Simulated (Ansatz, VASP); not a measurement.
## Au: VASP beside Ansatz

The input POSCAR:

```
Au
1.0
   -1.7889730033      1.7889730033      1.3986011289
    1.7889730033     -1.7889730033      1.3986011289
    1.7889730033      1.7889730033     -1.3986011289
Au
1
Direct
    0.0000000000      0.0000000000      0.0000000000
```

The input INCAR.step1:

```
SYSTEM = Au
  PREC = Accurate
  ENCUT = 600
  ISMEAR = 0
  SIGMA = 0.1
  LREAL = .FALSE.
  LASPH = .TRUE.
  NELM = 100
  GGA = PE
  ALGO = Normal
  EDIFF = 1E-4
  LWAVE = .TRUE.
  LCHARG = .FALSE.
```

File INCAR.step2:

```
SYSTEM = Au
  PREC = Accurate
  ENCUT = 600
  EDIFF = 1E-7
  ISMEAR = 0
  SIGMA = 0.1
  LREAL = .FALSE.
  LASPH = .TRUE.
  NELM = 100
  ALGO = Normal
  ISIF = 3
  LWAVE = .FALSE.
  LCHARG = .FALSE.
  METAGGA = R2SCAN
  LMIXTAU = .TRUE.
  IBRION = 2
  NSW = 90
  EDIFFG = -0.04
  ISTART = 1
```

KPOINTS

```
Automatic mesh
0
G
  8 8 8
  0 0 0
```

Input for Ansatz:

```yaml
crystal:
  lattice:
    - [-1.7889730033, 1.7889730033, 1.3986011289]
    - [1.7889730033, -1.7889730033, 1.3986011289]
    - [1.7889730033, 1.7889730033, -1.3986011289]
  atoms:
    - { symbol: Au, position: [0.0, 0.0, 0.0] }
basis:
  ecutwfc: 500
kpoints:
  mp_grid: { grid: [8, 8, 8] }
hamiltonian:
  xc: r2scan
scf:
  occupations: { method: gaussian, width: 0.1 }
  lower_state_search: "off"
output:
  forces: true
  stress: true
  eigenvalues: true
relax:
  adjacent_minimum: "off"
  f_tol: 0.04
  max_steps: 70
  cell: { stress_tol: 0.4 }
```

Alike in both runs: task relaxation of cell and atoms; functional r2SCAN; k mesh 8 × 8 × 8; occupations gaussian, width 0.1 eV; no spin polarisation.

|  | VASP | Ansatz |
| --- | --- | --- |
| version | VASP 6.6.1 | Ansatz 0.2.0 |
| potentials or method | VASP PAW PBE potentials, release 64 (Au) | scalar-relativistic, plane waves, PAW |
| plane-wave cutoff (eV) | 600 | 500 |
| valence electrons in the cell | 11 | 19 |

|  | VASP | Ansatz | Ansatz less VASP |
| --- | --- | --- | --- |
| gap on the k mesh at the Fermi level, each at its own relaxed structure (eV) | none | none | - |
| relaxed volume (Å³/atom) | 18.02 | 17.98 | -0.040 |
| relaxed cell length with the largest relative difference (Å) | 2.899 | 2.897 | -0.0020 |

A gap of «none» marks a metal or a gap that the smearing closes. The two sets of potentials don't hold the same shells in valence.

Caveats: the PAW data sets were made with another functional, which shifts forces and pressure a little (VASP). The runs have no spin-orbit coupling, so splittings on Au are missing.
